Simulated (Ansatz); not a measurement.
# CuO (P-1) in Ansatz: equation of state, part 2 of 2

Ansatz 0.2.0. The steps go on from the part before.

## 8. Single point, PBEsol, 11.37 Å³/atom (volume scaled by 1.06)

input.yaml

```yaml
crystal:
  lattice:
    - [2.935976105, 0.0, 0.0]
    - [0.0398390851, 2.9357502767, 0.0]
    - [0.0178385202, 0.017583122, 5.2778618209]
  atoms:
    - { symbol: Cu, position: [0.0, 0.5, 0.0] }
    - { symbol: Cu, position: [0.5, 0.0, 0.5] }
    - { symbol: O, position: [0.99842397, 0.00167178, 0.7498871] }
    - { symbol: O, position: [0.00157603, 0.99832822, 0.2501129] }
hamiltonian:
  xc: pbesol
  pseudopotentials: { kind: paw }
kpoints:
  mp_grid: { grid: [9, 9, 5] }
scf:
  occupations: { method: fermi_dirac, width: 0.05 }
output:
  forces: true
  stress: true
  eigenvalues: true
  write_density: true
  write_potential: true
  elf: true
  volumetric_format: npy
```

Potentials or basis: Ansatz PAW.

Run with:

```console
$ ansatz run input.yaml --threads 2 --pin off --max-ram 5632MiB --backend cpu --events-out ev --progress --plain --runs-dir out
```

The log of the run:

```text
Warning: RAYON_NUM_THREADS=2 ignored (pool sized by the plan → 2); use --threads N
Engine: ansatz 0.2.0, aarch64-unknown-linux-gnu
Pseudopotentials: kind: paw
Pseudopotential: Cu, paw, valence charge 19, recommended cutoff 420 eV (normal), Cu.paw.azcp
Pseudopotential: O, paw, valence charge 6, recommended cutoff 420 eV (normal), O.paw.azcp
Functional definition: PBEsol
  exchange = pbesol_x
  correlation = pbesol_c
Crystal: 4 atoms, lattice volume = 45.491 Å³
Basis set: ecut = 420 eV, 857 PW (Γ), exchange–correlation on 40×40×72 points (8 copies of the dense FFT grid, shifted against one another)
Bands: 30, of which v1, the nominal top of the filled ones, is band 25 counted from 1 (24 counted from 0)
Symmetry: 2 space group operations
Space group: P-1 (ITA 2), of the structure as read, at distance tolerance 3.6e-5 Å
k-points: 203 of 405
Non-local potential: Cu, projectors of the file, l = 0: 3, l = 1: 2, l = 2: 3, l = 3: 1
Non-local potential: O, projectors of the file, l = 0: 2, l = 1: 2, l = 2: 1
PAW form: soft (Blöchl's): semilocal exchange-correlation on the pseudo side does not see the compensation charge
PAW frozen core: Cu, regenerated for the run's functional, and the local potential with it (the file was generated under x = pbe(κ = 0.804, μ = 0.2195149727645171), c = pbe(β = 0.06672455060314922))
PAW frozen core: O, regenerated for the run's functional, and the local potential with it (the file was generated under x = pbe(κ = 0.804, μ = 0.2195149727645171), c = pbe(β = 0.06672455060314922))
PAW one-centre angular grid: Cu, 590 points (default); XC on 64 Gauss nodes
PAW one-centre angular grid: O, 110 points (default); XC on 64 Gauss nodes
Initial density: superposition of atomic densities (neutral atoms: chi_scale 0, normalization atom), corrected by the library's trained network
Initial wavefunctions: pseudopotential atomic-orbital guess
Functional: x = pbesol(κ = 0.804, μ = 0.12345679012345678), c = pbesol(β = 0.046)
SCF iter   1: F=—  HF=-14296.483312 eV  |F-HF|=—  |Δ(HF+E_count)|=         —  Δρ=1.89e-2  dr2=1.15e-1  ethr=1.77e-3  ⟨swp⟩=5.6  Hψ=21942  notcnv=0
preconditioner: auto → LDOS  [metal: Δε(μ)=0.051 eV  Ē_g=10.770 eV  σ=0.050 eV  W_gap=0.25  n_scr=16 (ndim 8)  ℏωp=32.1 eV  f_vac=0.051  D(μ)=2.28/eV (n_scr^D=18)  β→1.0]
SCF iter   2: F=—  HF=-14296.514322 eV  |F-HF|=—  |Δ(HF+E_count)|=   3.10e-2  Δρ=2.83e-2  dr2=1.91e-1  ethr=2.29e-4  ⟨swp⟩=2.5  Hψ=13926  notcnv=0  recentre
SCF iter   3: F=—  HF=-14296.450503 eV  |F-HF|=—  |Δ(HF+E_count)|=   6.38e-2  Δρ=3.96e-3  dr2=6.22e-3  ethr=2.29e-4  ⟨swp⟩=2.3  Hψ=11722  notcnv=0
SCF iter   4: F=—  HF=-14296.449184 eV  |F-HF|=—  |Δ(HF+E_count)|=   1.32e-3  Δρ=2.07e-3  dr2=1.31e-3  ethr=1.24e-5  ⟨swp⟩=2.3  Hψ=10657  notcnv=0
SCF iter   5: F=—  HF=-14296.448989 eV  |F-HF|=—  |Δ(HF+E_count)|=   1.96e-4  Δρ=4.64e-4  dr2=6.27e-5  ethr=2.62e-6  ⟨swp⟩=2.3  Hψ=8147  notcnv=0
SCF iter   6: F=—  HF=-14296.448832 eV  |F-HF|=—  |Δ(HF+E_count)|=   1.56e-4  Δρ=2.79e-5  dr2=2.30e-7  ethr=1.25e-7  ⟨swp⟩=2.0  Hψ=7853  notcnv=0
SCF iter   7: F=-14296.448832 eV  HF=-14296.448832 eV  |F-HF|=1.06e-7  |Δ(HF+E_count)|=   1.17e-7  Δρ=1.78e-5  dr2=9.02e-8  ethr=2.00e-10  ⟨swp⟩=7.4  Hψ=37438  notcnv=0
SCF 1 converged in 7 iterations: F = -14296.448832 eV  dr2 = 9.02e-8
SCF converged after 7 iterations
Free energy (F): -14296.448832 eV
Harris-Foulkes:  -14296.448832 eV  (|F-HF|=1.06e-7)
Internal energy: -14296.429050 eV  (E = F + TS)
E sigma→0 (E₀):  -14296.438941 eV
Entropy (-TS):   -0.019782 eV (-4.946 meV/atom)
Fermi energy:    10.160262 eV
--- Per-component energies (eV) ---
  E_band       = -950.377947
  E_kinetic    = 937.913008
  E_local      = -10232.324885  (includes V_loc(G=0)·N_el)
  E_nonlocal   = 880.581612
  E_hartree    = 4419.084810
  E_xc         = -319.125187
  E_vxc        = -411.654002  (∫ρ·V_xc dr)
  E_paw        = -3553.451202  (= ΣΔE_a)
  E_vpaw       = -963.074133  (= ΣTr[D̂ρ^β])
  E_aug_tail   = 0.005492  (compensation charges beyond the density's cutoff)
  E_ewald      = -6429.595678
  E_core_change = 0.482980  (= ΣΔE_core)
  E_smearing   = -0.019782  (= −TS)
  E_closure    = 0.000000  (closes the sum)
  Σ components = -14296.448832   (vs F -14296.448832, Δ=0.00e0)
--- Forces (eV/Å), atoms counted from 1 ---
  atom   1  Cu     0.00000000     0.00000000     0.00000000
  atom   2  Cu     0.00000000     0.00000000     0.00000000
  atom   3  O      0.00849362    -0.00973082     0.00801571
  atom   4  O     -0.00849362     0.00973082    -0.00801571
  max |Σ_I F_I| component: 0.00e0 eV/Å
--- Stress (GPa, compression-positive) ---
       -8.011034      -0.156489      -0.044174
       -0.156488      -8.033221      -0.036767
       -0.044175      -0.036767     -15.227598
  P = ⅓ Tr σ = -10.4240 GPa (-104.240 kbar)
--- Band table (eV; the first three rows and the last of 203) ---
  k-point 0: bands = ["-102.0974", "-102.0936", "-59.7436", "-59.7393", "-59.7085", "-59.7024", "-59.4036", "-59.4010", "-9.2800", "-8.0883", "2.2747", "4.9971", "5.0235", "6.6153", "6.9707", "6.9742", "7.0220", "7.2863", "7.6228", "7.9078", "7.9174", "7.9610", "8.0359", "8.2909", "10.8123", "10.8430", "11.4316", "16.1530", "17.1692", "23.4021"]
  k-point 1: bands = ["-102.0974", "-102.0936", "-59.7436", "-59.7393", "-59.7082", "-59.7027", "-59.4036", "-59.4010", "-9.1833", "-8.2241", "2.6381", "5.0150", "5.0373", "6.3595", "6.7562", "6.7762", "6.7798", "7.0199", "7.8141", "7.9681", "8.0286", "8.2022", "8.2181", "8.2243", "10.6574", "10.6850", "11.9522", "15.2039", "18.4146", "23.5200"]
  k-point 2: bands = ["-102.0974", "-102.0936", "-59.7436", "-59.7394", "-59.7076", "-59.7033", "-59.4036", "-59.4010", "-8.9162", "-8.5527", "3.6242", "4.9875", "5.0485", "5.0594", "6.5577", "6.5588", "6.8661", "6.9824", "7.9052", "7.9868", "8.0090", "8.0349", "8.6698", "8.6780", "10.3499", "10.3644", "12.9807", "14.0715", "20.3164", "22.3207"]
  k-point 202: bands = ["-102.0967", "-102.0931", "-59.7548", "-59.7401", "-59.7062", "-59.7025", "-59.4103", "-59.4040", "-8.5872", "-7.9549", "3.5042", "3.6284", "4.7420", "5.0210", "6.0337", "6.3034", "7.2769", "7.6834", "7.7215", "7.9017", "8.0527", "8.2686", "8.4476", "8.7338", "10.0486", "10.6277", "14.1067", "15.5444", "17.5382", "20.4308"]
```

v_z.tsv:

```text
# z_ang	v_es[eV]	v_tot[eV]
# format = ansatz-planar-average/11
# xc	pbesol
# density_cutoff_ev	1680
# datasets	Cu=:simpson_from_first_knot:soft:shift=-1116002	O=:simpson_from_first_knot:soft:shift=-234619
# lattice	2.935976105	0.000000000	0.000000000
# lattice	0.039839085	2.935750277	0.000000000
# lattice	0.017838520	0.017583122	5.277861821
# sites	4
# site	29	0.019919543	1.467875138	0.000000000
# site	29	1.476907313	0.008791561	2.638930910
# site	8	2.944792397	0.018093285	3.957800495
# site	8	0.048861313	2.935240114	1.320061326
0.000000	-2.610965e-3	-1.154454e1
0.146609	4.327817e-1	-1.096743e1
0.293218	1.780717e0	-9.310657e0
0.439827	3.948507e0	-6.838408e0
0.586436	6.515481e0	-4.107470e0
0.733045	7.977216e0	-2.686094e0
[... 28 lines left out ...]
4.984703	1.780717e0	-9.310657e0
5.131312	4.327817e-1	-1.096743e1
```

Wall time 9.6 s (2 threads of Arm Neoverse V1, shared host); peak memory 0.47 GiB.

What came out:

* Free energy: -14296.4488 eV
* Pressure: -10.4 GPa
* Largest force: 0.015 eV/Å
* Band gap on the k mesh: none (metal or under the smearing width)

Caveat: the pressure holds a Pulay correction of +0.7 GPa for the finite cutoff; the run has no spin polarisation, though such a crystal can be magnetic; semilocal functionals often make such compounds metallic where correlation or magnetic order opens a gap, which also shifts bond lengths; the PAW data sets come from PBE, with cores solved anew for the run's functional, which leaves a small shift of forces and pressure.

## 9. Equation of state, PBEsol

Potentials or basis: Ansatz PAW.

This step only gathers the single runs of the series.

Results:

| Quantity | Value |
| --- | --- |
| Equilibrium volume | 10.60 Å³/atom |
| Bulk modulus at fixed shape and positions | 175 GPa |
| Pressure derivative of the bulk modulus | 4.6 |

Energy against volume, from the lowest point:
| volume (Å³/atom) | energy (meV/atom) |
| --- | --- |
| 10.085 | 14.66 |
| 10.300 | 4.53 |
| 10.515 | 0.00 |
| 10.729 | 0.38 |
| 10.944 | 5.24 |
| 11.158 | 14.07 |
| 11.373 | 26.40 |

Caveat: the cell was scaled at fixed shape and fractional positions, which overstates the stiffness of a crystal with free parameters, most of all of layers and chains; the run has no spin polarisation, though such a crystal can be magnetic.
